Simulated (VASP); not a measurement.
# GaN (P6_3mc) in VASP: a series of runs

Runs on GaN. Level: PBE. Tasks: single point.

All numbers are computed with VASP 6.6.1; they aren't measurements. Logs are shortened: lines on timing, memory, paths and dates and some standing lists are left out, and cuts for length are marked.

### 1 Starting point

The structure is hexagonal, space group P6_3mc (No. 186). The conventional cell has a = 3.180 Å, b = 3.180 Å, c = 5.166 Å, α = 90.00°, β = 90.00°, γ = 120.00°. Ga (site symmetry 3m) has 4 N at 1.94 to 1.95 Å as nearest neighbours. Around N (site symmetry 3m) lie 4 Ga at 1.94 to 1.95 Å.

### 2 Single point, PBE

Input file INCAR:

```
PREC = Accurate
ENCUT = 550
EDIFF = 1E-7
ISMEAR = 0
SIGMA = 0.05
LREAL = F
LASPH = T
NELM = 100
ALGO = Normal
ISIF = 2
LWAVE = F
LCHARG = F
GGA = PE
ADDGRID = F
```

Input file KPOINTS:

```
Automatic mesh
0
Gamma
  5 5 3
```

Input file POSCAR:

```
GaN
1.0
    3.1800000000      0.0000000000      0.0000000000
   -1.5900000000      2.7539607840      0.0000000000
    0.0000000000      0.0000000000      5.1660000000
Ga N
2 2
Direct
    0.6666666667      0.3333333333      0.5000000000
    0.3333333333      0.6666666667      0.0000000000
    0.6666666667      0.3333333333      0.8750000000
    0.3333333333      0.6666666667      0.3750000000
```

Potentials or basis: VASP PAW PBE potentials, release 64 (Ga, N).

Started as:

```sh
> cat potpaw_PBE.64/Ga/POTCAR potpaw_PBE.64/N/POTCAR > POTCAR
> mpirun -np 1 vasp_std > vasp.out
```

OUTCAR:

```text
PREC = Accurate
   ENCUT = 550
   EDIFF = 1E-7
   ISMEAR = 0
   LREAL = F
   LASPH = T
   NELM = 100
   ISIF = 2
   GGA = PE

 Found     10 irreducible k-points:

 Following reciprocal coordinates:
            Coordinates               Weight
  0.000000  0.000000  0.000000      1.000000
  0.200000  0.000000  0.000000      6.000000
  0.400000  0.000000  0.000000      6.000000
  0.200000  0.200000  0.000000      6.000000
  0.400000  0.200000  0.000000      6.000000
  0.000000  0.000000  0.333333      2.000000
   k-points           NKPTS =     10   k-points in BZ     NKDIM =     10   number of bands    NBANDS=     12
   number of dos      NEDOS =    301   number of ions     NIONS =      4
   total plane-waves  NPLWV =  23040
   dimension x,y,z NGX =    24 NGY =   24 NGZ =   40
   dimension x,y,z NGXF=    48 NGYF=   48 NGZF=   80
   ions per type =               2   2
   NGX,Y,Z   is equivalent  to a cutoff of  12.55, 12.55, 12.87 a.u.
   NGXF,Y,Z  is equivalent  to a cutoff of  25.09, 25.09, 25.74 a.u.
 SYSTEM =  unknown system
   PREC   = accura    normal or accurate (medium, high low for compatibility)
   ISTART =      0    job   : 0-new  1-cont  2-samecut
   ICHARG =      2    charge: 1-file 2-atom 10-const
   ISPIN  =      1    spin polarized calculation?
   LNONCOLLINEAR =      F non collinear calculations
   LSORBIT =      F    spin-orbit coupling
   LASPH  =      T    aspherical Exc in radial PAW
   ENCUT  =  550.0 eV  40.42 Ry    6.36 a.u.   6.08  6.08  9.88*2*pi/ulx,y,z
   NELM   =    100;   NELMIN=  2; NELMDL= -5     # of ELM steps
   EDIFF  = 0.1E-06   stopping-criterion for ELM
   LREAL  =      F    real-space projection
   EDIFFG = 0.1E-05   stopping-criterion for IOM
   NSW    =      0    number of steps for IOM
   IBRION =     -1    ionic relax: 0-MD 1-quasi-New 2-CG
   NFREE  =      0    steps in history (QN), initial steepest desc. (CG)
   ISIF   =      2    stress and relaxation
   ISYM   =      2    0-nonsym 1-usesym 2-fastsym
   POTIM  = 0.5000    time-step for ionic-motion
   TEBEG  =    0.0;   TEEND  =   0.0 temperature during run
   PSTRESS=    0.0 pullay stress
   NELECT =      16.0000    total number of electrons
   NUPDOWN=      -1.0000    fix difference up-down
   EMIN   =  10.00;   EMAX   =-10.00  energy-range for DOS
   EFERMI =   0.00;   METHOD = LEGACY
   ISMEAR =     0;   SIGMA  =   0.05  broadening in eV -4-tet -1-fermi 0-gaus
   EFERMI_NEDOS =   21; number of points for ismear=-14 and -15
   IALGO  =     38    algorithm
   IMIX   =      4    mixing-type and parameters
     AMIX     =   0.40;   BMIX     =  1.00
     AMIX_MAG =   1.60;   BMIX_MAG =  1.00
  volume/ion in A,a.u.               =      11.31        76.33
  Fermi-wavevector in a.u.,A,eV,Ry     =   1.157715  2.187764 18.235949  1.340304
  Thomas-Fermi vector in A             =   2.294324
   LORBIT       =      0    0 simple, 1 ext, 2 COOP (PROOUT), +10 PAW based schemes
   GGA     = PE    functional components
   LHFCALC =     F    Hartree Fock is set to
   AEXX    =    0.0000 exact exchange contribution
   IVDW    =     0    specifies the selected vdW correction
   LEPSILON=     F    determine dielectric tensor
   LRPA    =     F    only Hartree local field effects (RPA)
 non-spin polarized calculation
 Gauss-broadening in eV      SIGMA  =   0.05
  energy-cutoff  :      550.00
  volume of cell :       45.24
 maximum number of plane-waves:      1341
   NGX = 13   NGY = 13   NGZ = 19

 number of electron      16.0000003 magnetization

 Free energy of the ion-electron system (eV)
  ---------------------------------------------------
  ext. energy  EPLUGINS =         0.00000000
  ---------------------------------------------------
  free energy    TOTEN  =       -24.20093347 eV

  energy without entropy =      -24.20093347  energy(sigma->0) =      -24.20093347

 E-fermi :   3.3597     XC(G=0): -10.9067

 val. band max:        3.0830605219   @ k =   0.0000   0.0000   0.0000
 cond. band min:       5.1344379294   @ k =   0.0000   0.0000   0.0000
 fundamental gap:      2.0513774075
 Fermi energy:         3.3597338932

 k-point     1 :       0.0000    0.0000    0.0000
  band No.  band energies     occupation
      1     -12.9144      2.00000
      2     -10.4977      2.00000
      3      -3.9944      2.00000
      4       2.0336      2.00000
      5       2.0336      2.00000
      6       3.0237      2.00000
      7       3.0831      2.00000
      8       3.0831      2.00000
      9       5.1344      0.00000
     10       7.4951      0.00000
     11      12.4049      0.00000
     12      13.1285      0.00000

 k-point     2 :       0.2000    0.0000    0.0000
  band No.  band energies     occupation
      1     -12.3749      2.00000
      2     -10.1642      2.00000
      3      -3.4478      2.00000
      4      -0.1983      2.00000
      5       0.8642      2.00000
      6       1.3506      2.00000
      7       2.5982      2.00000
      8       2.7535      2.00000
      9       7.0139      0.00000
     10       9.0317      0.00000
     11      11.0085      0.00000
     12      11.9592      0.00000

 k-point     3 :       0.4000    0.0000    0.0000
  band No.  band energies     occupation
      1     -11.0535      2.00000
      2      -9.7372      2.00000
      3      -3.1108      2.00000
      4      -1.9337      2.00000
      5      -1.3474      2.00000
      6       0.4821      2.00000
      7       1.2719      2.00000
      8       2.2023      2.00000
      9       8.2443      0.00000
     10       8.8454      0.00000
     11       9.4741      0.00000
     12      11.7510      0.00000

 k-point     4 :       0.2000    0.2000    0.0000
  band No.  band energies     occupation
      1     -11.4157      2.00000
      2      -9.7529      2.00000
      3      -2.6982      2.00000
      4      -1.3564      2.00000
      5      -1.3192      2.00000
      6       0.0896      2.00000
      7       1.6384      2.00000
      8       1.7706      2.00000
      9       8.8636      0.00000
     10       9.7038      0.00000
     11      10.7126      0.00000
     12      10.7964      0.00000

 k-point     5 :       0.4000    0.2000    0.0000
  band No.  band energies     occupation
      1     -10.3612      2.00000
      2      -9.7827      2.00000
      3      -2.9603      2.00000
      4      -2.0610      2.00000
      5      -1.3241      2.00000
      6      -0.5044      2.00000
      7       0.5852      2.00000
      8       0.9387      2.00000
      9       8.6094      0.00000
     10      10.1634      0.00000
     11      10.3273      0.00000
     12      11.6269      0.00000

 k-point     6 :       0.0000    0.0000    0.3333
  band No.  band energies     occupation
      1     -12.4794      2.00000
      2     -11.3414      2.00000
      3      -2.3743      2.00000
      4       0.7373      2.00000
      5       2.2845      2.00000
      6       2.2845      2.00000
      7       2.8094      2.00000
      8       2.8094      2.00000
      9       6.8011      0.00000
     10       7.6285      0.00000
     11      11.8286      0.00000
     12      12.3079      0.00000

 [... further k-points ...]

------------------------ aborting loop because EDIFF is reached ----------------------------------------

  FORCE on cell =-STRESS in cart. coord.  units (eV):
  Direction    XX          YY          ZZ          XY          YZ          ZX
  --------------------------------------------------------------------------------------
  -------------------------------------------------------------------------------------
  Total        3.6492654      3.6492654      4.1916680      0.0000000      0.0000000      0.0000000
  in kB      129.2339930    129.2339930    148.4424739      0.0000000      0.0000000      0.0000000
  external PRESSURE =     135.6368200 kB  Pullay stress =       0.0000000 kB

 VOLUME and BASIS-vectors are now :
 -----------------------------------------------------------------------------
  energy-cutoff  :      550.00
  volume of cell :       45.24
      direct lattice vectors                 reciprocal lattice vectors
     3.180000000  0.000000000  0.000000000     0.314465409  0.181556688  0.000000000
    -1.590000000  2.753960784  0.000000000     0.000000000  0.363113377  0.000000000
     0.000000000  0.000000000  5.166000000     0.000000000  0.000000000  0.193573364

 POSITION                                       TOTAL-FORCE (eV/Angst)
 -----------------------------------------------------------------------------------
      1.59000      0.91799      2.58300         0.000000      0.000000     -0.170848
     -0.00000      1.83597      0.00000        -0.000000      0.000000     -0.170848
      1.59000      0.91799      4.52025        -0.000000     -0.000000      0.170848
     -0.00000      1.83597      1.93725        -0.000000      0.000000      0.170848
 -----------------------------------------------------------------------------------
    total drift:                               -0.000000      0.000000     -0.000884

  FREE ENERGIE OF THE ION-ELECTRON SYSTEM (eV)
  ---------------------------------------------------
  free  energy   TOTEN  =       -24.2009334741 eV

  energy  without entropy=      -24.2009334741  energy(sigma->0) =      -24.20093347
```

Run time: 4.9 s. Hardware: 1 thread of Intel Xeon 6975P-C (Granite Rapids), shared host; peak memory 0.16 GiB.

The run converged, but some of its settings lie outside the range that counts as converged, so its numbers aren't taken as properties of the crystal.

What came out:

| Quantity | Value |
| --- | --- |
| Free energy | -24.2009 eV |
| Pressure | 13.6 GPa |
| Largest force | 0.171 eV/Å |
| Band gap on the k mesh | 2.05 eV, direct |

Caveat: the k mesh is coarse (spacing up to 0.46 Å⁻¹), so the values aren't converged.

### 3 Single point, PBE

INCAR is that of step 2.

KPOINTS is that of step 2.

Input file POSCAR:

```
GaN
1.0
    3.1800000000      0.0000000000      0.0000000000
   -1.5900000000      2.7539607840      0.0000000000
    0.0000000000      0.0000000000      5.1660000000
Ga N
2 2
Direct
    0.6521390000      0.3316270000      0.5245870000
    0.3764220000      0.6884330000      0.0161300000
    0.6603830000      0.3218970000      0.8783140000
    0.3311160000      0.6688000000      0.3826530000
```

Potentials or basis: VASP PAW PBE potentials, release 64 (Ga, N).

Started as:

```sh
> cat potpaw_PBE.64/Ga/POTCAR potpaw_PBE.64/N/POTCAR > POTCAR
> mpirun -np 1 vasp_std > vasp.out
```

It took 10 s on 1 thread of Intel Xeon 6975P-C (Granite Rapids), shared host; peak memory 0.17 GiB.

The run converged, but some of its settings lie outside the range that counts as converged, so its numbers aren't taken as properties of the crystal.

What came out:

* Free energy: -23.9219 eV
* Pressure: 15.8 GPa
* Largest force: 2.694 eV/Å
* Band gap on the k mesh: 1.84 eV, direct

Caveat: the k mesh is coarse (spacing up to 0.46 Å⁻¹), so the values aren't converged.
